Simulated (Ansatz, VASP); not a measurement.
# Li: VASP beside Ansatz

run.py

```python
from ase.calculators.vasp import Vasp
from ase.dft.bandgap import bandgap
from ase.io import read

atoms = read('Li.cif')
calc = Vasp(
    directory='calc',
    xc='rpbe',
    pp='PBE',
    setups='minimal',
    prec='Accurate',
    encut=500,
    ediff=1e-06,
    ismear=0,
    sigma=0.05,
    lreal=False,
    lasph=True,
    nelm=60,
    algo='Normal',
    isif=2,
    lwave=False,
    lcharg=False,
    kpts=[10, 10, 10],
    gamma=True,
    nbands=8,
)
atoms.calc = calc

print('energy (eV):', atoms.get_potential_energy())
print('free energy (eV):', atoms.get_potential_energy(force_consistent=True))
print('forces (eV/A):')
print(atoms.get_forces())
print('stress (eV/A^3, Voigt):', atoms.get_stress())
print('Fermi level (eV):', calc.get_fermi_level())
gap, top, bottom = bandgap(calc)
print('band gap (eV):', gap, 'from (spin, k, band)', top, 'to', bottom)
```

The input Li.cif:

```cif
data_Li
_cell_length_a 7.79664654
_cell_length_b 7.79664654
_cell_length_c 7.79664654
_cell_angle_alpha 22.94148858
_cell_angle_beta 22.94148858
_cell_angle_gamma 22.94148858
_space_group_name_H-M_alt 'P1'
_space_group_name_Hall 'P 1'
_space_group_IT_number 1
loop_
_space_group_symop_operation_xyz
'x,y,z'
loop_
_atom_site_label
_atom_site_type_symbol
_atom_site_symmetry_multiplicity
_atom_site_Wyckoff_symbol
_atom_site_fract_x
_atom_site_fract_y
_atom_site_fract_z
_atom_site_occupancy
Li1 Li 1 a 0.7780000000 0.7780000000 0.7780000000 1
Li2 Li 1 a 0.2220000000 0.2220000000 0.2220000000 1
Li3 Li 1 a 0.0000000000 0.0000000000 0.0000000000 1
```

Contents of input.yaml:

```yaml
crystal:
  lattice:
    - [1.5505, 0.8951815924, 7.5883]
    - [-1.5505, 0.8951815924, 7.5883]
    - [0.0, -1.7903631848, 7.5883]
  atoms:
    - { symbol: Li, position: [0.778, 0.778, 0.778] }
    - { symbol: Li, position: [0.222, 0.222, 0.222] }
    - { symbol: Li, position: [0.0, 0.0, 0.0] }
hamiltonian:
  xc: rpbe
  pseudopotentials: { kind: paw }
kpoints:
  mp_grid: { grid: [10, 10, 10] }
scf:
  occupations: { method: gaussian, width: 0.05 }
output:
  forces: true
  stress: true
  eigenvalues: true
```

This isn't the form of Li at room conditions, which is bcc.

Alike in both runs: task single point; functional RPBE; k mesh 10 × 10 × 10; occupations gaussian, width 0.05 eV; no spin polarisation.

|  | VASP | Ansatz |
| --- | --- | --- |
| version | VASP 6.6.1 | Ansatz 0.2.0 |
| potentials or method | VASP PAW PBE potentials, release 64 (Li) | Ansatz PAW |
| plane-wave cutoff (eV) | 500 | 420 |
| valence electrons in the cell | 3 | 9 |

VASP gave:

* gap on the k mesh at the Fermi level (eV): none
* pressure (GPa): 0.0
* largest component of the traceless stress (GPa): 0.26

**Question.** Estimate Ansatz's values.

**Answer.** gap on the k mesh at the Fermi level (eV): none; pressure (GPa): 0.0; largest component of the traceless stress (GPa): 0.28.

A gap of «none» marks a metal or a gap that the smearing closes. The two sets of potentials don't hold the same shells in valence.

Caveats: the PAW data sets were made with another functional, which shifts forces and pressure a little (VASP); the potentials were made for another functional, which shifts forces and pressure (Ansatz).
